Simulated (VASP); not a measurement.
A run of VASP 6.6.1:

File INCAR:

```
SYSTEM = CoO
  PREC = Accurate
  ENCUT = 520
  EDIFF = 1E-7
  ISMEAR = -1
  SIGMA = 0.05
  LREAL = .False.
  LASPH = .True.
  NELM = 150
  ALGO = Normal
  ISIF = 2
  LWAVE = .False.
  LCHARG = .False.
  ISPIN = 2
  MAGMOM = 2 0
  LORBIT = 11
  LMAXMIX = 4
  GGA = PE
  NBANDS = 18
```

KPOINTS

```
Automatic mesh
0
Gamma
  12 12 12
  0 0 0
```

The input POSCAR:

```
CoO
1.0
   -1.5080000000      1.5080000000      2.1072475377
    1.5080000000     -1.5080000000      2.1072475377
    1.5080000000      1.5080000000     -2.1072475377
Co O
1 1
Direct
    0.0000000000      0.0000000000      0.0000000000
    0.5000000000      0.5000000000      0.0000000000
```

Potentials or basis: VASP PAW PBE potentials, release 64 (Co, O).

Run with:

```bash
$ cat potpaw_PBE.64/Co/POTCAR potpaw_PBE.64/O/POTCAR > POTCAR
$ mpirun -np 1 vasp_std > vasp.out
```

Hardware: 1 thread of Intel(R) Xeon(R) Platinum 8488C (Sapphire Rapids), with other jobs on the host.

Estimate the wall time of this run.

It took 85 s on 1 thread of Intel(R) Xeon(R) Platinum 8488C (Sapphire Rapids) (shared host), peak memory 0.2 GiB. Counts: scf iterations 19, k points 163.
